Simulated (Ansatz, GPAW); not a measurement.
This is a calculation of CoO for Ansatz 0.2.0. Measurements of this composition are mostly on another form, of space group No. 225.

Contents of input.yaml:

```yaml
crystal:
  lattice:
    - [3.1976457435, 0.0, 0.0]
    - [-1.5988228718, 2.7692424462, 0.0]
    - [0.0, 0.0, 5.22870971]
  atoms:
    - { symbol: Co, position: [0.3333333333, 0.6666666667, 0.50336241], spin: 2.0 }
    - { symbol: Co, position: [0.0, 0.0, 0.00347414], spin: 2.0 }
    - { symbol: O, position: [0.3333333333, 0.6666666667, 0.8715556] }
    - { symbol: O, position: [0.0, 0.0, 0.37160885] }
hamiltonian:
  xc: lda
  pseudopotentials: { kind: paw }
magnetization:
  spin_polarized: true
kpoints:
  mp_grid: { grid: [10, 10, 5] }
scf:
  occupations: { method: gaussian, width: 0.05 }
output:
  forces: true
  stress: true
  eigenvalues: true
```

Potentials or basis: Ansatz PAW.

Run with:

```bash
$ ansatz run input.yaml --threads 1 --pin off --max-ram 3584MiB --backend cpu --events-out ev --progress --plain --runs-dir out
```

What does the same run look like in GPAW 26.7.0 (ASE script)? Potentials or basis there: the program's PAW data sets (release 1.2.1) made for this functional, cutoff 800 eV.

As run (cutoffs and basis follow the program's own potentials, and thresholds, step limits or extra output files can differ):

Contents of run.py:

```python
from ase import Atoms
from ase.dft.bandgap import bandgap
from ase.io import write
from ase.units import Bohr, GPa
from gpaw import GPAW, PW
from gpaw.elf import elf_from_dft_calculation

atoms = Atoms(['Co', 'Co', 'O', 'O'],
              cell=[[3.1976457435, 0.0, 0.0],
                    [-1.5988228718, 2.7692424462, 0.0],
                    [0.0, 0.0, 5.22870971]],
              scaled_positions=[[0.3333333333, 0.6666666667, 0.50336241],
                                [0.0, 0.0, 0.00347414],
                                [0.3333333333, 0.6666666667, 0.8715556],
                                [0.0, 0.0, 0.37160885]],
              pbc=True)
atoms.set_initial_magnetic_moments([2.0, 2.0, 0.0, 0.0])

calc = GPAW(mode=PW(800),
            xc='LDA',
            kpts={'size': (10, 10, 5), 'gamma': True},
            occupations={'name': 'methfessel-paxton', 'order': 0, 'width': 0.05},
            nbands=30,
            convergence={'density': 1e-05, 'energy': 1e-05},
            maxiter=150,
            txt='gpaw.txt')
atoms.calc = calc
energy = atoms.get_potential_energy()
forces = atoms.get_forces()
stress = atoms.get_stress()
calc.write('gs.gpw')
write('result.traj', atoms)
print(f'Energy: {energy:.6f} eV')
print('Forces (eV/A):')
print(forces.round(4))
print('Stress (GPa):', (stress / GPa).round(3))
print('Moments:', calc.get_magnetic_moments().round(3))
print('Fermi level:', round(calc.get_fermi_level(), 4), 'eV')
print(f'Gap: {bandgap(calc)[0]:.4f} eV, direct: {bandgap(calc, direct=True)[0]:.4f} eV')

# fields on the real-space grid
write('density.cube', atoms, data=calc.get_pseudo_density() * Bohr**3)
write('potential.cube', atoms, data=calc.get_electrostatic_potential())
write('spin.cube', atoms, data=(calc.get_pseudo_density(spin=0) - calc.get_pseudo_density(spin=1)) * Bohr**3)
write('elf.cube', atoms, data=elf_from_dft_calculation(calc).data)
```

Potentials or basis: the program's PAW data sets (release 1.2.1) made for this functional, pw.

Command:

```console
$ OMP_NUM_THREADS=1 python run.py
```

Both were run:

|  | Ansatz | GPAW |
| --- | --- | --- |
| Pressure | -18.0 GPa | -14.4 GPa |
| Net moment | 0.00 μB per cell | 5.57 μB per cell |

Ansatz's pressure holds a Pulay term of +0.86 GPa for its cutoff of 420 eV, which the other run lacks.

The potentials hold 46 and 30 valence electrons a cell.

Ansatz's potentials were made for PBE.

Where Ansatz's input types no cutoff or centring, it takes its own default and a Γ-centred mesh.

The two programs' LDA may be different fits to the electron gas.

The magnetic state is the one that the start led to; the real crystal's order can differ.

The two runs disagree by more than potentials and bases usually give (in gap, levels, pressure or energy); the cause wasn't traced.

The cell lies far from this level's equilibrium.

Pressure is positive in compression.
